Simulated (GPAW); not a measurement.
# Ge (P6_3/mmc) in GPAW: further runs, part 2 of 2

GPAW 26.7.0. Earlier steps stand in the parts before.

## (6) Relaxation of cell and atoms, PBEsol, target pressure 20 GPa, at which the enthalpy is minimised

File run.py:

```python
from ase import Atoms
from ase.filters import FrechetCellFilter
from ase.io import write
from ase.optimize import BFGS
from ase.units import GPa
from gpaw import GPAW, PW, setup_paths

setup_paths.insert(0, '.')

atoms = Atoms(['Ge', 'Ge', 'Ge', 'Ge'],
              cell=[[3.9975858431, 0.0, 0.0],
                    [-1.9987929216, 3.462010894, 0.0],
                    [0.0, 0.0, 6.59937795]],
              scaled_positions=[[0.3333333333, 0.6666666667, 0.93709875],
                                [0.6666666667, 0.3333333333, 0.43709875],
                                [0.3333333333, 0.6666666667, 0.56290125],
                                [0.6666666667, 0.3333333333, 0.06290125]],
              pbc=True)

calc = GPAW(mode=PW(600),
            xc='PBEsol',
            kpts={'size': (7, 7, 4), 'gamma': True},
            occupations={'name': 'fermi-dirac', 'width': 0.05},
            nbands=18,
            convergence={'density': 1e-05, 'forces': 0.0001},
            maxiter=150,
            txt='gpaw.txt')
atoms.calc = calc
opt = BFGS(FrechetCellFilter(atoms, scalar_pressure=20 * GPa), trajectory='relax.traj', logfile='-')
done = opt.run(fmax=0.02, steps=60)
calc.write('gs.gpw')
write('result.traj', atoms)
print('Converged:', done)
print('Cell:', atoms.cell.cellpar().round(4))
print('Volume:', round(atoms.get_volume(), 4))
print(atoms.get_scaled_positions().round(5))
```

Potentials or basis: PAW data sets generated in the run's folder for this functional, pw.

The run is started by

```bash
$ gpaw-setup -f PBEsol Ge
$ OMP_NUM_THREADS=1 python run.py
```

gpaw.txt:

```text
__  _  _
 | _ |_)|_||  |
 |__||  | ||/\| - 26.7.0

Input parameters:
  mode=PW(ecut=600.0),
  convergence={'density': 1e-05, 'forces': 0.0001},
  kpts=MonkhorstPack(size=(7, 7, 4), gamma=True),
  maxiter=150,
  nbands=18,
  occupations=Occupations(name='fermi-dirac', width=0.05),
  xc=XC(name='PBEsol')

Diagonalizing LCAO Hamiltonian
Converting LCAO to pw mode

        Ge

        Ge
            Ge

            Ge

Atoms  # Å, Bohr magnetons
|   | symbol |         x |        y |        z |    initial magnetic moments |
|---|--------|-----------|----------|----------|-----------------------------|
| 0 |     Ge | -0.000000 | 2.308007 | 6.184269 | ( 0.0000,  0.0000,  0.0000) |
| 1 |     Ge |  1.998793 | 1.154004 | 2.884580 | ( 0.0000,  0.0000,  0.0000) |
| 2 |     Ge | -0.000000 | 2.308007 | 3.714798 | ( 0.0000,  0.0000,  0.0000) |
| 3 |     Ge |  1.998793 | 1.154004 | 0.415109 | ( 0.0000,  0.0000,  0.0000) |

Unit cell  # Å
| periodic |         x |        y |        z |  lengths |     angles |
|----------|-----------|----------|----------|----------|------------|
|      yes |  3.997586 | 0.000000 | 0.000000 | 3.997586 |  90.000000 |
|      yes | -1.998793 | 3.462011 | 0.000000 | 3.997586 |  90.000000 |
|      yes |  0.000000 | 0.000000 | 6.599378 | 6.599378 | 120.000000 |

Number of symmetries: 12
Symmetry operations  # r_c * U_cc + t_c -> r_c
|    | kind |            matrix            |
|----|------|------------------------------|
|  0 |  σ   |  1, 1, 0,  0,-1, 0,  0, 0, 1 |
|  1 |  S6  |  1, 1, 0, -1, 0, 0,  0, 0,-1 |
|  2 |  E   |  1, 0, 0,  0, 1, 0,  0, 0, 1 |
|  3 |  C2  |  1, 0, 0, -1,-1, 0,  0, 0,-1 |
|  4 |  C2  |  0, 1, 0,  1, 0, 0,  0, 0,-1 |
|  5 |  C3  |  0, 1, 0, -1,-1, 0,  0, 0, 1 |
|  6 |  S6  |  0,-1, 0,  1, 1, 0,  0, 0,-1 |
|  7 |  σ   |  0,-1, 0, -1, 0, 0,  0, 0, 1 |
|  8 |  σ   | -1, 0, 0,  1, 1, 0,  0, 0, 1 |
|  9 |  i   | -1, 0, 0,  0,-1, 0,  0, 0,-1 |
| 10 |  C3  | -1,-1, 0,  1, 0, 0,  0, 0, 1 |
| 11 |  C2  | -1,-1, 0,  0, 1, 0,  0, 0,-1 |

BZ-sampling:
  Number of BZ points: 196
  Number of IBZ points: 28

  Monkhorst-Pack size: [7, 7, 4]
  Monkhorst-Pack shift: [0.0, 0.0, 0.125]

K-points  # in reciprocal-cell coordinates
|     |                                coordinates |     weight |
|-----|--------------------------------------------|------------|
|   0 | (  0.00000000,   0.00000000,   0.00000000) | 0.00510204 |
|   1 | (  0.00000000,   0.00000000,   0.25000000) | 0.01020408 |
|   2 | (  0.00000000,   0.00000000,   0.50000000) | 0.00510204 |
|   3 | (  0.14285714,   0.00000000,  -0.25000000) | 0.03061224 |
|   4 | (  0.14285714,   0.00000000,   0.00000000) | 0.03061224 |
|   5 | (  0.14285714,   0.00000000,   0.25000000) | 0.03061224 |
|   6 | (  0.14285714,   0.00000000,   0.50000000) | 0.03061224 |
|   7 | (  0.28571429,  -0.14285714,   0.00000000) | 0.03061224 |
|   8 | (  0.28571429,  -0.14285714,   0.25000000) | 0.06122449 |
|   9 | (  0.28571429,  -0.14285714,   0.50000000) | 0.03061224 |
| ... |                                            |            |
[... 118 lines left out ...]
Fermi level: 5.818
Eigenvalues  # (at kpt = [0.000, 0.000, 0.000])
| band index |      eig [eV] | occ [0-2] |
|------------|---------------|-----------|
|          0 |        -6.972 |     2.000 |
|          1 |        -4.943 |     2.000 |
|          2 |        -1.821 |     2.000 |
|          3 |         4.323 |     2.000 |
|          4 |         4.323 |     2.000 |
|          5 |         5.647 |     1.936 |
[... 8 lines left out ...]
|         14 |        10.348 |     0.000 |
|         15 |        11.776 |     0.000 |
|        ... |               |           |
|         17 |        13.090 |     0.000 |

Gap: 0.069 eV
Transition (v -> c):
  (s=0, k=0, n=7, [0.00, 0.00, 0.00]) -> (s=0, k=1, n=8, [0.00, 0.00, 0.25])
Direct/indirect transitions are different
Direct gap: 0.115 eV
Transition at: (s=0, k=0, n=7, [0.00, 0.00, 0.00])

Stress tensor  # eV/Ang^3
|         x |         y |         z |
|-----------|-----------|-----------|
| -0.002692 | -0.000000 |  0.000000 |
| -0.000000 | -0.002692 | -0.000000 |
|  0.000000 | -0.000000 |  0.000302 |

Forces  # eV/Ang
|        x |        y |        z |
|----------|----------|----------|
|  0.00000 |  0.00000 | -0.00571 |  # Ge   0
|  0.00000 |  0.00000 | -0.00571 |  # Ge   1
| -0.00000 | -0.00000 |  0.00571 |  # Ge   2
| -0.00000 |  0.00000 |  0.00571 |  # Ge   3

Interpolating wave functions to new cell

        Ge

        Ge
            Ge

            Ge

Atoms  # Å, Bohr magnetons
|   | symbol |         x |        y |        z |    initial magnetic moments |
|---|--------|-----------|----------|----------|-----------------------------|
| 0 |     Ge | -0.000000 | 2.285133 | 6.121403 | ( 0.0000,  0.0000,  0.0000) |
| 1 |     Ge |  1.978984 | 1.142567 | 2.855214 | ( 0.0000,  0.0000,  0.0000) |
| 2 |     Ge | -0.000000 | 2.285133 | 3.677165 | ( 0.0000,  0.0000,  0.0000) |
| 3 |     Ge |  1.978984 | 1.142567 | 0.410976 | ( 0.0000,  0.0000,  0.0000) |

Unit cell  # Å
| periodic |         x |        y |        z |  lengths |     angles |
|----------|-----------|----------|----------|----------|------------|
|      yes |  3.957967 | 0.000000 | 0.000000 | 3.957967 |  90.000000 |
|      yes | -1.978984 | 3.427700 | 0.000000 | 3.957967 |  90.000000 |
|      yes |  0.000000 | 0.000000 | 6.532379 | 6.532379 | 120.000000 |

Number of symmetries: 12
Symmetry operations  # r_c * U_cc + t_c -> r_c
|    | kind |            matrix            |
|----|------|------------------------------|
|  0 |  σ   |  1, 1, 0,  0,-1, 0,  0, 0, 1 |
|  1 |  S6  |  1, 1, 0, -1, 0, 0,  0, 0,-1 |
|  2 |  E   |  1, 0, 0,  0, 1, 0,  0, 0, 1 |
|  3 |  C2  |  1, 0, 0, -1,-1, 0,  0, 0,-1 |
|  4 |  C2  |  0, 1, 0,  1, 0, 0,  0, 0,-1 |
|  5 |  C3  |  0, 1, 0, -1,-1, 0,  0, 0, 1 |
|  6 |  S6  |  0,-1, 0,  1, 1, 0,  0, 0,-1 |
|  7 |  σ   |  0,-1, 0, -1, 0, 0,  0, 0, 1 |
|  8 |  σ   | -1, 0, 0,  1, 1, 0,  0, 0, 1 |
|  9 |  i   | -1, 0, 0,  0,-1, 0,  0, 0,-1 |
| 10 |  C3  | -1,-1, 0,  1, 0, 0,  0, 0, 1 |
| 11 |  C2  | -1,-1, 0,  0, 1, 0,  0, 0,-1 |

BZ-sampling:
  Number of BZ points: 196
  Number of IBZ points: 28

  Monkhorst-Pack size: [7, 7, 4]
  Monkhorst-Pack shift: [0.0, 0.0, 0.125]

K-points  # in reciprocal-cell coordinates
|     |                                coordinates |     weight |
|-----|--------------------------------------------|------------|
|   0 | (  0.00000000,   0.00000000,   0.00000000) | 0.00510204 |
|   1 | (  0.00000000,   0.00000000,   0.25000000) | 0.01020408 |
|   2 | (  0.00000000,   0.00000000,   0.50000000) | 0.00510204 |
|   3 | (  0.14285714,   0.00000000,  -0.25000000) | 0.03061224 |
|   4 | (  0.14285714,   0.00000000,   0.00000000) | 0.03061224 |
|   5 | (  0.14285714,   0.00000000,   0.25000000) | 0.03061224 |
|   6 | (  0.14285714,   0.00000000,   0.50000000) | 0.03061224 |
|   7 | (  0.28571429,  -0.14285714,   0.00000000) | 0.03061224 |
|   8 | (  0.28571429,  -0.14285714,   0.25000000) | 0.06122449 |
|   9 | (  0.28571429,  -0.14285714,   0.50000000) | 0.03061224 |
| ... |                                            |            |
[... 1588 lines left out ...]
occupation numbers:
  Fermi-Dirac:
    width: 0.0500  # eV

poisson solver:
  ecut: 4800.0  # eV

xc functional:
  name: PBEsol with 2 nearest neighbor stencil

convergence criteria:
- Maximum integral of absolute [dens]ity change: 1e-05 electrons / valence electron
- Maximum change in the atomic [forces] across last 2 cycles: 0.0001 eV/Ang OR
Maximum error relative to the maximum force is below inf
- Maximum [total energy] change in last 3 cyles: 0.0005 eV / valence electron
- Maximum integral of absolute [eigenst]ate change: 4e-08 eV^2 / valence electron
maximum number of iterations: 150

SCF iterations
|iter     | |      energy | eigst |  dens |force |
|---------|-|-------------|-------|-------|------|
|iter:   1| |  -18.805656 | -4.70 |       |      |
|iter:   2| |  -18.805650 | -7.46c| -3.00 |      |
|iter:   3| |  -18.805611c| -6.04 | -3.03 |      |
|iter:   4| |  -18.805610c| -7.33 | -3.75 |      |
|iter:   5| |  -18.805610c| -7.82c| -4.42 |      |
|iter:   6| |  -18.805610c| -8.39c| -5.28c|      |
|iter:   7| |  -18.805610c| -8.98c| -5.94c|-4.37c|

Converged in 7 steps
Energy contributions relative to reference atoms: (reference = -228223.039753)

Energy contributions:
  Kinetic:         103.212690
  Coulomb:         -89.051628
  Zero:              0.000134
  External:          0.000000
  Xc:              -32.965375
  Entropy:          -0.002863
  Spinorbit:         0.000000
  ----------------------------
  Free energy:     -18.807041
  Extrapolated:    -18.805610

dipole moment: (0.000234, 0.000405, 0.000774)  # |e|*Ang

Fermi level: 8.163
Eigenvalues  # (at kpt = [0.000, 0.000, 0.000])
| band index |      eig [eV] | occ [0-2] |
|------------|---------------|-----------|
|          0 |        -6.365 |     2.000 |
|          1 |        -3.853 |     2.000 |
|          2 |        -0.737 |     2.000 |
|          3 |         6.171 |     2.000 |
|          4 |         6.171 |     2.000 |
|          5 |         7.707 |     2.000 |
|          6 |         8.184 |     0.792 |
|          7 |         8.184 |     0.792 |
|          8 |         8.431 |     0.009 |
|          9 |         9.708 |     0.000 |
|         10 |        10.171 |     0.000 |
|         11 |        10.171 |     0.000 |
|         12 |        11.002 |     0.000 |
|         13 |        12.890 |     0.000 |
|        ... |               |           |
|         17 |        15.393 |     0.000 |

No gap
No difference between direct/indirect transitions

Stress tensor  # eV/Ang^3
|         x |         y |         z |
|-----------|-----------|-----------|
| -0.124534 | -0.000000 | -0.000000 |
| -0.000000 | -0.124534 |  0.000000 |
| -0.000000 |  0.000000 | -0.125128 |

Forces  # eV/Ang
|        x |        y |        z |
|----------|----------|----------|
| -0.00000 | -0.00000 |  0.01136 |  # Ge   0
|  0.00000 |  0.00000 |  0.01136 |  # Ge   1
| -0.00000 |  0.00000 | -0.01136 |  # Ge   2
|  0.00000 |  0.00000 | -0.01136 |  # Ge   3

# Writing to gs.gpw (mode='')
```

Run time: 3 min. Hardware: 1 thread of Arm Neoverse V1, shared host; peak memory 0.28 GiB.

Results:

```
Free energy                                            : -18.8070 eV
Relaxed volume                                         : 19.01 Å³/atom
Relaxed cell                                           : a = 3.757 Å, b = 3.757 Å, c = 6.219 Å, α = 90.00°, β = 90.00°, γ = 120.00°
Space group after relaxing (to 0.05 Å)                 : P6_3/mmc (No. 194)
Energy change on relaxing (the enthalpy is what falls) : +204.8 meV/atom
Ionic steps                                            : 9
Pressure after relaxing                                : 20.0 GPa
Largest force after relaxing                           : 0.011 eV/Å
Band gap on the k mesh                                 : none (metal or under the smearing width)
```

Forces on the atoms (eV/Å):
```
Ge   0.000  0.000  0.011
Ge   0.000  0.000  0.011
Ge   0.000  0.000 -0.011
Ge   0.000  0.000 -0.011
```

The path:
```tsv
step	energy change (eV)	largest force (eV/Å)	pressure (GPa)	volume (Å³)
1	0.0000	0.0057	0.27	91.33
2	0.0230	0.0073	2.48	88.62
3	0.7647	0.0444	19.11	76.49
4	0.8278	0.0301	20.14	75.97
5	0.8208	0.0216	20.02	76.03
6	0.8137	0.0008	19.90	76.08
7	0.8123	0.0156	19.88	76.09
8	0.8155	0.0208	19.92	76.07
9	0.8193	0.0114	19.98	76.04
```

Final structure:
```
CELL_PARAMETERS angstrom
3.75747 0.00000 0.00000
-1.87873 3.25406 0.00000
0.00000 0.00000 6.21860
ATOMIC_POSITIONS crystal
Ge 0.33333 0.66667 0.93633
Ge 0.66667 0.33333 0.43633
Ge 0.33333 0.66667 0.56367
Ge 0.66667 0.33333 0.06367
```

Caveat: later steps reuse the first step's grids; the volume moved by over 15 % at a fixed basis, so the end points are rough.

## (7) The runs side by side

| cell | target pressure | gap on the mesh (eV) | pressure (GPa) | largest force (eV/Å) |
| --- | --- | --- | --- | --- |
| relaxed | - | 0.07 | 0.0 | 0.02 |
| relaxed to 2 GPa | 2 GPa | none | 2.0 | 0.02 |
| relaxed to 5 GPa | 5 GPa | none | 5.0 | 0.01 |
| relaxed to 10 GPa | 10 GPa | none | 10.0 | 0.01 |
| relaxed to 20 GPa | 20 GPa | none | 20.0 | 0.01 |

Alike in all rows: task relaxation of cell and atoms; level PBEsol; potentials or basis PAW data sets generated in the run's folder for this functional, pw; no spin polarisation; k mesh 7 × 7 × 4; cutoff (eV) 600; smearing fermi-dirac 0.05 eV.

Caveats: later steps reuse the first step's grids; an odd mesh through Γ misses points on the zone boundary, where band edges often lie (some runs); the volume moved by over 15 % at a fixed basis, so the end points are rough (some runs).

Total energies depend on the potentials used, so only differences within one code and one set of settings carry meaning.
